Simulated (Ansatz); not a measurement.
# CaO: density of states with revPBE+D3(BJ)

Crystal: CaO.

```
Ca O
1.0
     0.00000    2.40356    2.40356
     2.40356    0.00000    2.40356
     2.40356    2.40356    0.00000
Ca O
1 1
Direct
  0.00149 0.00242 0.99801
  0.49549 0.49921 0.50230
```

The cell is a database's computed one.

The cell isn't the ideal one: atoms moved at random, drawn with an rms of 0.02 Å.

```
Program             : Ansatz 0.2.0
Task                : density of states
Functional          : revPBE
Dispersion          : D3(BJ)
Potentials or basis : Ansatz PAW accurate
Cutoff              : 900 eV
Density cutoff      : 3600 eV
k mesh              : 7 × 7 × 7
Occupations         : fermi-dirac, width 0.01 eV
Spin                : no spin polarisation
Driver              : chain
```

| Item | Value |
| --- | --- |
| Pressure | -1.7 GPa |
| Largest force | 0.069 eV/Å |
| Band gap on the k mesh | 3.83 eV, indirect (least direct gap 4.20 eV) |

Forces in eV/Å, atoms in the order of the input:
```
Ca   0.008 -0.012 -0.067
O   -0.008  0.012  0.067
```

Levels at points of the mesh, in eV from the valence-band top:
| k point | band 6 | band 7 | band 8 | band 9 | band 10 | band 11 |
| --- | --- | --- | --- | --- | --- | --- |
| (0.00, 0.00, 0.00) | 0.00 | 0.00 | 0.00 | 4.85 | 6.28 | 6.29 |

States per cell in windows of 0.5 eV (zero at the valence-band top; states under -8 eV left out):
| from (eV) | total |
| --- | --- |
| -8.0 | 0.00 |
| -7.5 | 0.00 |
| -7.0 | 0.00 |
| -6.5 | 0.00 |
| -6.0 | 0.00 |
| -5.5 | 0.00 |
| -5.0 | 0.00 |
| -4.5 | 0.00 |
| -4.0 | 0.00 |
| -3.5 | 0.00 |
| -3.0 | 0.02 |
| -2.5 | 0.54 |
| -2.0 | 1.05 |
| -1.5 | 2.03 |
| -1.0 | 1.95 |
| -0.5 | 0.40 |
| 0.0 | 0.00 |
| 0.5 | 0.00 |
| 1.0 | 0.00 |
| 1.5 | 0.00 |
| 2.0 | 0.00 |
| 2.5 | 0.00 |
| 3.0 | 0.00 |
| 3.5 | 0.02 |
| 4.0 | 0.13 |
| 4.5 | 0.21 |
| 5.0 | 0.33 |
| 5.5 | 0.54 |
| 6.0 | 0.67 |
| 6.5 | 0.65 |
| 7.0 | 1.09 |
| 7.5 | 1.10 |

Run time: 31 s on 2 threads of Arm Neoverse V1 (shared host), peak memory 0.76 GiB.

Caveat: the potentials were made for another functional, which shifts forces and pressure; odd divisions of the mesh miss points on the zone boundary, where band edges often lie, so the gap on the mesh can be too wide. A k mesh can miss the band edges.
